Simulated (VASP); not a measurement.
# BiTe (Fm-3m) in VASP: a series of runs

Runs on BiTe. Level: PBE. Tasks: single point.

Program: VASP 6.6.1. These are calculated values, not measurements. Logs are shortened: lines on timing, memory, paths and dates and some standing lists are left out, and cuts for length are marked.

## 1. The structure

The structure is cubic, space group Fm-3m (No. 225). Conventional cell: a = 6.338 Å, b = 6.338 Å, c = 6.338 Å, α = 90.00°, β = 90.00°, γ = 90.00°. Bi (site symmetry m-3m) is surrounded by 6 Te at 3.17 Å. Around Te (site symmetry m-3m) lie 6 Bi at 3.17 Å.

## 2. Single point, PBE

Input file INCAR:

```
SYSTEM = BiTe
PREC = Accurate
ENCUT = 520
EDIFF = 1E-6
ISMEAR = 0
SIGMA = 0.02
LREAL = .FALSE.
LASPH = .TRUE.
NELM = 100
ALGO = Normal
ISIF = 2
LWAVE = .FALSE.
LCHARG = .FALSE.
GGA = PE
NBANDS = 18
```

Input file KPOINTS:

```
Automatic mesh
0
G
  11 11 11
  0 0 0
```

Input file POSCAR:

```
BiTe
1.0
    0.0000000000      3.1689610617      3.1689610617
    3.1689610617      0.0000000000      3.1689610617
    3.1689610617      3.1689610617      0.0000000000
Bi Te
1 1
Direct
    0.0000000000      0.0000000000      0.0000000000
    0.5000000000      0.5000000000      0.5000000000
```

Potentials or basis: VASP PAW PBE potentials, release 64 (Bi_d, Te).

Started as:

```sh
$ cat potpaw_PBE.64/Bi_d/POTCAR potpaw_PBE.64/Te/POTCAR > POTCAR
$ mpirun -np 1 vasp_std > vasp.out
```

OUTCAR:

```text
SYSTEM = BiTe
   PREC = Accurate
   ENCUT = 520
   EDIFF = 1E-6
   ISMEAR = 0
   LREAL = .FALSE.
   LASPH = .TRUE.
   NELM = 100
   ISIF = 2
   GGA = PE

 ion  position               nearest neighbor table
   1  0.000  0.000  0.000-   2 3.17   2 3.17   2 3.17   2 3.17   2 3.17   2 3.17
   2  0.500  0.500  0.500-   1 3.17   1 3.17   1 3.17   1 3.17   1 3.17   1 3.17

  LATTYP: Found a face centered cubic cell.
 ALAT       =     6.3379221234

  Lattice vectors:

 A1 = (   0.0000000000,   3.1689610617,   3.1689610617)
 A2 = (   3.1689610617,   0.0000000000,   3.1689610617)
 A3 = (   3.1689610617,   3.1689610617,   0.0000000000)

Analysis of symmetry for initial positions (statically):
=====================================================================
 Subroutine PRICEL returns:
 Original cell was already a primitive cell.

 Routine SETGRP: Setting up the symmetry group for a
 face centered cubic supercell.

 Subroutine GETGRP returns: Found 48 space group operations
 (whereof 48 operations were pure point group operations)
 out of a pool of 48 trial point group operations.

The static configuration has the point symmetry O_h .

Analysis of symmetry for dynamics (positions and initial velocities):
=====================================================================
 Subroutine PRICEL returns:
 Original cell was already a primitive cell.

 Routine SETGRP: Setting up the symmetry group for a
 face centered cubic supercell.

 Subroutine GETGRP returns: Found 48 space group operations
 (whereof 48 operations were pure point group operations)
 out of a pool of 48 trial point group operations.

The dynamic configuration has the point symmetry O_h .

 Subroutine INISYM returns: Found 48 space group operations
 (whereof 48 operations are pure point group operations),
 and found     1 'primitive' translations

----------------------------------------------------------------------------------------

                                     Primitive cell

  volume of cell :      63.6474

  direct lattice vectors                    reciprocal lattice vectors
     0.000000000  3.168961062  3.168961062    -0.157780418  0.157780418  0.157780418
     3.168961062  0.000000000  3.168961062     0.157780418 -0.157780418  0.157780418
     3.168961062  3.168961062  0.000000000     0.157780418  0.157780418 -0.157780418

  length of vectors
     4.481587712  4.481587712  4.481587712     0.273283700  0.273283700  0.273283700

  position of ions in fractional coordinates (direct lattice)
     0.000000000  0.000000000  0.000000000
     0.500000000  0.500000000  0.500000000

  ion indices of the primitive-cell ions
   primitive index   ion index
                 1           1
                 2           2

----------------------------------------------------------------------------------------

 KPOINTS: Automatic mesh

Automatic generation of k-mesh.
 Grid dimensions read from file:
 generate k-points for:   11   11   11

 Generating k-lattice:

  Cartesian coordinates                     Fractional coordinates (reciprocal lattice)
    -0.014343674  0.014343674  0.014343674     0.090909091  0.000000000  0.000000000
     0.014343674 -0.014343674  0.014343674     0.000000000  0.090909091  0.000000000
     0.014343674  0.014343674 -0.014343674     0.000000000  0.000000000  0.090909091

  Length of vectors
     0.024843973  0.024843973  0.024843973

  Shift w.r.t. Gamma in fractional coordinates (k-lattice)
     0.000000000  0.000000000  0.000000000

 Subroutine IBZKPT returns following result:
 ===========================================

 Found     56 irreducible k-points:

 Following reciprocal coordinates:
            Coordinates               Weight
  0.000000  0.000000  0.000000      1.000000
  0.090909  0.000000  0.000000      8.000000
  0.181818  0.000000  0.000000      8.000000
  0.272727  0.000000  0.000000      8.000000
  0.363636  0.000000  0.000000      8.000000
  0.454545  0.000000  0.000000      8.000000
[... 16 lines left out ...]
 -0.272727  0.181818  0.000000     24.000000
 -0.181818  0.181818  0.000000     12.000000
 [... further k-points ...]
   k-points           NKPTS =     56   k-points in BZ     NKDIM =     56   number of bands    NBANDS=     18
   number of dos      NEDOS =    301   number of ions     NIONS =      2
   total plane-waves  NPLWV =  46656
   dimension x,y,z NGX =    36 NGY =   36 NGZ =   36
   dimension x,y,z NGXF=    72 NGYF=   72 NGZF=   72
   ions per type =               1   1
   NGX,Y,Z   is equivalent  to a cutoff of  13.35, 13.35, 13.35 a.u.
   NGXF,Y,Z  is equivalent  to a cutoff of  26.71, 26.71, 26.71 a.u.
 SYSTEM =  BiTe
   PREC   = accura    normal or accurate (medium, high low for compatibility)
   ISTART =      0    job   : 0-new  1-cont  2-samecut
   ICHARG =      2    charge: 1-file 2-atom 10-const
   ISPIN  =      1    spin polarized calculation?
   LNONCOLLINEAR =      F non collinear calculations
   LSORBIT =      F    spin-orbit coupling
   LASPH  =      T    aspherical Exc in radial PAW
   ENCUT  =  520.0 eV  38.22 Ry    6.18 a.u.   8.33  8.33  8.33*2*pi/ulx,y,z
   NELM   =    100;   NELMIN=  2; NELMDL= -5     # of ELM steps
   EDIFF  = 0.1E-05   stopping-criterion for ELM
   LREAL  =      F    real-space projection
   EDIFFG = 0.1E-04   stopping-criterion for IOM
   NSW    =      0    number of steps for IOM
   IBRION =     -1    ionic relax: 0-MD 1-quasi-New 2-CG
   NFREE  =      0    steps in history (QN), initial steepest desc. (CG)
   ISIF   =      2    stress and relaxation
   ISYM   =      2    0-nonsym 1-usesym 2-fastsym
   POTIM  = 0.5000    time-step for ionic-motion
   TEBEG  =    0.0;   TEEND  =   0.0 temperature during run
   PSTRESS=    0.0 pullay stress
   NELECT =      21.0000    total number of electrons
   NUPDOWN=      -1.0000    fix difference up-down
   EMIN   =  10.00;   EMAX   =-10.00  energy-range for DOS
   EFERMI =   0.00;   METHOD = LEGACY
   ISMEAR =     0;   SIGMA  =   0.02  broadening in eV -4-tet -1-fermi 0-gaus
   EFERMI_NEDOS =   21; number of points for ismear=-14 and -15
   IALGO  =     38    algorithm
   IMIX   =      4    mixing-type and parameters
     AMIX     =   0.40;   BMIX     =  1.00
     AMIX_MAG =   1.60;   BMIX_MAG =  1.00
  volume/ion in A,a.u.               =      31.82       214.76
  Fermi-wavevector in a.u.,A,eV,Ry     =   1.131239  2.137732 17.411398  1.279702
  Thomas-Fermi vector in A             =   2.267937
   LORBIT       =      0    0 simple, 1 ext, 2 COOP (PROOUT), +10 PAW based schemes
   GGA     = PE    functional components
   LHFCALC =     F    Hartree Fock is set to
   AEXX    =    0.0000 exact exchange contribution
   IVDW    =     0    specifies the selected vdW correction
   LEPSILON=     F    determine dielectric tensor
   LRPA    =     F    only Hartree local field effects (RPA)
 non-spin polarized calculation
 Gauss-broadening in eV      SIGMA  =   0.02
  energy-cutoff  :      520.00
  volume of cell :       63.65
 maximum number of plane-waves:      1735
 NGX is ok and might be reduce to    36
   NGX = 17   NGY = 17   NGZ = 17

 number of electron      21.0000001 magnetization

 Free energy of the ion-electron system (eV)
  ---------------------------------------------------
  ext. energy  EPLUGINS =         0.00000000
  ---------------------------------------------------
  free energy    TOTEN  =        -7.11341793 eV

  energy without entropy =       -7.11312756  energy(sigma->0) =       -7.11327275

 E-fermi :   7.4256     XC(G=0):  -9.7151

 val. band max:        7.4247348173   @ k =  -0.2727   0.3636   0.0909
 cond. band min:       7.4550843189   @ k =  -0.3636   0.1818   0.0000
 fundamental gap:      0.0303495016
 Fermi energy:         7.4256150137

 k-point     1 :       0.0000    0.0000    0.0000
  band No.  band energies     occupation
      1     -15.7631      2.00000
      2     -15.7631      2.00000
      3     -15.7559      2.00000
      4     -15.7559      2.00000
      5     -15.7559      2.00000
      6      -6.5488      2.00000
[... 10 lines left out ...]
     17      13.8070      0.00000
     18      13.8409      0.00000

 k-point     2 :       0.0909    0.0000    0.0000
  band No.  band energies     occupation
      1     -15.7635      2.00000
      2     -15.7635      2.00000
      3     -15.7557      2.00000
      4     -15.7554      2.00000
      5     -15.7554      2.00000
      6      -6.4688      2.00000
[... 10 lines left out ...]
     17      14.3651      0.00000
     18      14.4578      0.00000

 k-point     3 :       0.1818    0.0000    0.0000
  band No.  band energies     occupation
      1     -15.7647      2.00000
      2     -15.7647      2.00000
      3     -15.7553      2.00000
      4     -15.7536      2.00000
      5     -15.7536      2.00000
      6      -6.2301      2.00000
[... 10 lines left out ...]
     17      15.5733      0.00000
     18      15.7234      0.00000

 k-point     4 :       0.2727    0.0000    0.0000
  band No.  band energies     occupation
      1     -15.7665      2.00000
      2     -15.7665      2.00000
      3     -15.7546      2.00000
      4     -15.7511      2.00000
      5     -15.7511      2.00000
      6      -5.8378      2.00000
[... 10 lines left out ...]
     17      16.9178      0.00000
     18      17.1853      0.00000

 k-point     5 :       0.3636    0.0000    0.0000
  band No.  band energies     occupation
      1     -15.7682      2.00000
      2     -15.7682      2.00000
      3     -15.7541      2.00000
      4     -15.7486      2.00000
      5     -15.7486      2.00000
      6      -5.3028      2.00000
[... 10 lines left out ...]
     17      17.1196      0.00000
     18      18.3818      0.00000

 k-point     6 :       0.4545    0.0000    0.0000
  band No.  band energies     occupation
      1     -15.7693      2.00000
      2     -15.7693      2.00000
      3     -15.7538      2.00000
      4     -15.7472      2.00000
      5     -15.7472      2.00000
      6      -4.6572      2.00000
[... 10 lines left out ...]
     17      15.8952      0.00000
     18      17.1237      0.00000

 k-point     7 :       0.0909    0.0909    0.0000
  band No.  band energies     occupation
      1     -15.7646      2.00000
      2     -15.7627      2.00000
      3     -15.7563      2.00000
      4     -15.7549      2.00000
      5     -15.7549      2.00000
      6      -6.4425      2.00000
[... 10 lines left out ...]
     17      14.0286      0.00000
     18      14.2092      0.00000

 k-point     8 :       0.1818    0.0909    0.0000
  band No.  band energies     occupation
      1     -15.7662      2.00000
      2     -15.7628      2.00000
      3     -15.7563      2.00000
      4     -15.7536      2.00000
      5     -15.7533      2.00000
      6      -6.2580      2.00000
[... 10 lines left out ...]
     17      14.6381      0.00000
     18      14.7704      0.00000
[... 229 lines left out ...]
     17      16.1120      0.00000
     18      16.3744      0.00000

 k-point    20 :       0.4545    0.1818    0.0000
  band No.  band energies     occupation
      1     -15.7731      2.00000
      2     -15.7646      2.00000
      3     -15.7546      2.00000
      4     -15.7482      2.00000
      5     -15.7461      2.00000
      6      -4.9005      2.00000
[... 10 lines left out ...]
     17      16.0599      0.00000
     18      16.9431      0.00000

 k-point    21 :      -0.4545    0.1818    0.0000
  band No.  band energies     occupation
      1     -15.7725      2.00000
      2     -15.7664      2.00000
      3     -15.7528      2.00000
      4     -15.7483      2.00000
      5     -15.7461      2.00000
      6      -4.3246      2.00000
[... 10 lines left out ...]
     17      16.9144      0.00000
     18      17.7945      0.00000

 k-point    22 :      -0.3636    0.1818    0.0000
  band No.  band energies     occupation
      1     -15.7707      2.00000
      2     -15.7675      2.00000
      3     -15.7521      2.00000
      4     -15.7486      2.00000
      5     -15.7475      2.00000
      6      -4.6610      2.00000
[... 10 lines left out ...]
     17      16.9150      0.00000
     18      17.7416      0.00000

 k-point    23 :      -0.2727    0.1818    0.0000
  band No.  band energies     occupation
      1     -15.7683      2.00000
      2     -15.7679      2.00000
      3     -15.7530      2.00000
      4     -15.7496      2.00000
      5     -15.7487      2.00000
      6      -5.2447      2.00000
[... 10 lines left out ...]
     17      15.9953      0.00000
     18      16.5030      0.00000

 k-point    24 :      -0.1818    0.1818    0.0000
  band No.  band energies     occupation
      1     -15.7674      2.00000
      2     -15.7660      2.00000
      3     -15.7543      2.00000
      4     -15.7518      2.00000
      5     -15.7497      2.00000
      6      -5.7155      2.00000
[... 10 lines left out ...]
     17      14.9554      0.00000
     18      17.3928      0.00000

 [... further k-points ...]

------------------------ aborting loop because EDIFF is reached ----------------------------------------

  FORCE on cell =-STRESS in cart. coord.  units (eV):
  Direction    XX          YY          ZZ          XY          YZ          ZX
  --------------------------------------------------------------------------------------
  -------------------------------------------------------------------------------------
  Total        1.6763778      1.6763778      1.6763778      0.0000000      0.0000000     -0.0000000
  in kB       42.1989640     42.1989640     42.1989640      0.0000000      0.0000000     -0.0000000
  external PRESSURE =      42.1989640 kB  Pullay stress =       0.0000000 kB

 VOLUME and BASIS-vectors are now :
 -----------------------------------------------------------------------------
  energy-cutoff  :      520.00
  volume of cell :       63.65
      direct lattice vectors                 reciprocal lattice vectors
     0.000000000  3.168961062  3.168961062    -0.157780418  0.157780418  0.157780418
     3.168961062  0.000000000  3.168961062     0.157780418 -0.157780418  0.157780418
     3.168961062  3.168961062  0.000000000     0.157780418  0.157780418 -0.157780418

 POSITION                                       TOTAL-FORCE (eV/Angst)
 -----------------------------------------------------------------------------------
      0.00000      0.00000      0.00000        -0.000000      0.000000     -0.000000
      3.16896      3.16896      3.16896         0.000000     -0.000000      0.000000
 -----------------------------------------------------------------------------------
    total drift:                               -0.000000      0.000000      0.000000

  FREE ENERGIE OF THE ION-ELECTRON SYSTEM (eV)
  ---------------------------------------------------
  free  energy   TOTEN  =        -7.1134179327 eV

  energy  without entropy=       -7.1131275637  energy(sigma->0) =       -7.11327275
```

It took 39 s on 1 thread of AMD EPYC 9R45 (Zen 5), shared host; peak memory 0.2 GiB.

Results:

```
Free energy            : -7.1134 eV
Pressure               : 4.2 GPa
Band gap on the k mesh : none (metal or under the smearing width)
```

Levels at points of the mesh, in eV from the Fermi level:
```
           k point  band 6  band 7  band 8  band 9  band 10  band 11  band 12  band 13  band 14  band 15
(0.00, 0.00, 0.00)  -13.97   -7.89   -2.72   -2.72    -2.72     2.28     2.28     2.28     4.57     4.57
```

Caveat: spin-orbit coupling is left out, which moves the levels of the heavy elements.

## 3. Single point, PBE

This run uses another cell than the first one, of 33.86 Å³/atom, 1.064 times its volume.

Input file INCAR:

```
PREC = Accurate
ENCUT = 520
EDIFF = 1E-7
ISMEAR = 0
SIGMA = 0.02
LREAL = False
LASPH = True
NELM = 100
ALGO = Fast
ISIF = 2
LWAVE = False
LCHARG = False
GGA = PE
NBANDS = 18
```

Input file KPOINTS:

```
regular mesh
0
Gamma
  11 11 11
```

Input file POSCAR:

```
BiTe
1.0
    0.0000000000      3.2350000000      3.2350000000
    3.2350000000      0.0000000000      3.2350000000
    3.2350000000      3.2350000000      0.0000000000
Bi Te
1 1
Direct
    0.0000000000      0.0000000000      0.0000000000
    0.5000000000      0.5000000000      0.5000000000
```

Potentials or basis: VASP PAW PBE potentials, release 64 (Bi_d, Te).

Started as:

```sh
$ cat potpaw_PBE.64/Bi_d/POTCAR potpaw_PBE.64/Te/POTCAR > POTCAR
$ mpirun -np 1 vasp_std > vasp.out
```

Run time: 50 s. Hardware: 1 thread of AMD EPYC 9R45 (Zen 5), shared host; peak memory 0.21 GiB.

The run converged. Its results:

```
Free energy            : -7.1735 eV
Pressure               : 0.6 GPa
Band gap on the k mesh : none (metal or under the smearing width)
```

Levels at points of the mesh, in eV from the Fermi level:
```
           k point  band 8  band 9  band 10  band 11  band 12  band 13
(0.00, 0.00, 0.00)   -2.53   -2.53    -2.53     2.17     2.17     2.17
```

Caveat: spin-orbit coupling is left out, which moves the levels of the heavy elements.
